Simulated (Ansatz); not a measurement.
The system is MgSe.

```
Se Mg
1.0
     0.00000    2.72550    2.72550
     2.72550    0.00000    2.72550
     2.72550    2.72550    0.00000
Se Mg
1 1
Direct
  0.50000 0.50000 0.50000
  0.00000 0.00000 0.00000
```

Base run:

- Program: Ansatz 0.2.0
- Functional: r2SCAN
- Potentials or basis: Ansatz PAW
- Cutoff: 500 eV (not typed: the program's choice for these potentials)
- k mesh: 8 × 8 × 8
- Occupations: fermi-dirac, width 0.05 eV
- Spin: no spin polarisation

Its results: band gap on the k mesh 2.50 eV, indirect (least direct gap 3.52 eV); pressure 0.8 GPa.

Problem. The run is repeated on the same cell with these changes: functional from r2SCAN to PBE; cutoff from 500 eV (not typed: the program's choice for these potentials) to 420 eV (not typed: the program's choice for these potentials); occupations from fermi-dirac, width 0.05 eV to gaussian, width 0.012 eV. What comes out?

Solution. Band gap on the k mesh 1.82 eV, indirect (least direct gap 2.61 eV); pressure 2.0 GPa.

Caveats: the PAW data sets come from PBE, with cores solved anew for the run's functional, which leaves a small shift of forces and pressure (some runs).
